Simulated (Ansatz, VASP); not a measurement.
Two plane-wave programs on Bi

Contents of INCAR:

```
PREC = Accurate
ENCUT = 520
EDIFF = 1E-6
ISMEAR = 0
SIGMA = 0.15
LREAL = False
LASPH = True
NELM = 100
ALGO = Fast
ISIF = 2
LWAVE = False
LCHARG = False
GGA = CA
NBANDS = 14
```

The input KPOINTS:

```
Automatic mesh
0
Gamma
  18 18 18
```

Contents of POSCAR:

```
Bi
1.0
   -1.9517090738      1.9517090738      2.0408734478
    1.9517090738     -1.9517090738      2.0408734478
    1.9517090738      1.9517090738     -2.0408734478
Bi
1
Direct
    0.0000000000      0.0000000000      0.0000000000
```

Input for Ansatz:

```yaml
crystal:
  lattice:
    - [-1.9517090738, 1.9517090738, 2.0408734478]
    - [1.9517090738, -1.9517090738, 2.0408734478]
    - [1.9517090738, 1.9517090738, -2.0408734478]
  atoms:
    - { symbol: Bi, position: [0.0, 0.0, 0.0] }
basis:
  ecutwfc: 420
kpoints:
  mp_grid: { grid: [18, 18, 18] }
hamiltonian:
  xc: lda
scf:
  occupations: { method: gaussian, width: 0.15 }
output:
  forces: true
  stress: true
  eigenvalues: true
```

Change from the starting cell: strain -0.015 along x and y, +0.030 along z, atoms carried along.

Alike in both runs: task single point; functional LDA; k mesh 18 × 18 × 18; occupations gaussian, width 0.15 eV; no spin polarisation.

```csv
,VASP,Ansatz
version,VASP 6.6.1,Ansatz 0.2.0
potentials or method,"VASP PAW LDA potentials, release 64 (Bi_d)","scalar-relativistic, plane waves, PAW"
plane-wave cutoff (eV),520,420
valence electrons in the cell,15,15
```

VASP gave:

```
gap on the k mesh at the Fermi level (eV)       : none
pressure (GPa)                                  : -3.1
largest component of the traceless stress (GPa) : 0.24
```

Question: What did Ansatz give for the same quantities?

Answer: gap on the k mesh at the Fermi level (eV): none; pressure (GPa): -3.2; largest component of the traceless stress (GPa): 0.25.

A gap of «none» marks a metal or a gap that the smearing closes.

Caveats: spin-orbit coupling is left out, which moves the levels of the heavy elements.
